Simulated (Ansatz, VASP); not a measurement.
Two plane-wave programs on Ir

Contents of INCAR:

```
SYSTEM = Ir
  PREC = Accurate
  ENCUT = 520
  EDIFF = 1E-7
  ISMEAR = -1
  SIGMA = 0.05
  LREAL = .FALSE.
  LASPH = .TRUE.
  NELM = 100
  ALGO = Normal
  ISIF = 2
  LWAVE = .FALSE.
  LCHARG = .FALSE.
  GGA = PE
  NBANDS = 16
```

KPOINTS

```
Automatic mesh
0
G
  11 11 6
  0 0 0
```

POSCAR

```
Ir
1.0
    2.7513778946      0.0000000000      0.0000000000
   -1.3756889473      2.3827631521      0.0000000000
    0.0000000000      0.0000000000      4.4622900000
Ir
2
Direct
    0.3333333333      0.6666666667      0.2500000000
    0.6666666667      0.3333333333      0.7500000000
```

File input.yaml:

```yaml
crystal:
  lattice:
    - [2.7513778946, 0.0, 0.0]
    - [-1.3756889473, 2.3827631521, 0.0]
    - [0.0, 0.0, 4.46229]
  atoms:
    - { symbol: Ir, position: [0.3333333333, 0.6666666667, 0.25] }
    - { symbol: Ir, position: [0.6666666667, 0.3333333333, 0.75] }
hamiltonian:
  xc: pbe
  pseudopotentials: { kind: paw }
kpoints:
  mp_grid: { grid: [11, 11, 6] }
scf:
  occupations: { method: fermi_dirac, width: 0.05 }
output:
  forces: true
  stress: true
  eigenvalues: true
  write_density: true
  write_potential: true
  elf: true
  volumetric_format: npy
```

This isn't the form of Ir at room conditions, which is fcc.

Alike in both runs: task single point; functional PBE; k mesh 11 × 11 × 6; occupations fermi-dirac, width 0.05 eV; no spin polarisation.

|  | VASP | Ansatz |
| --- | --- | --- |
| version | VASP 6.6.1 | Ansatz 0.2.0 |
| potentials or method | VASP PAW PBE potentials, release 64 (Ir) | Ansatz PAW |
| plane-wave cutoff (eV) | 520 | 420 |
| valence electrons in the cell | 18 | 34 |

|  | VASP | Ansatz | Ansatz less VASP |
| --- | --- | --- | --- |
| gap on the k mesh at the Fermi level (eV) | none | none | - |
| pressure (GPa) | -0.8 | -1.3 | -0.48 |
| largest component of the traceless stress (GPa) | 0.24 | 0.27 | +0.034 |

A gap of «none» marks a metal or a gap that the smearing closes. The two sets of potentials don't hold the same shells in valence.

Spin-orbit coupling is left out, which matters for the levels of Ir.
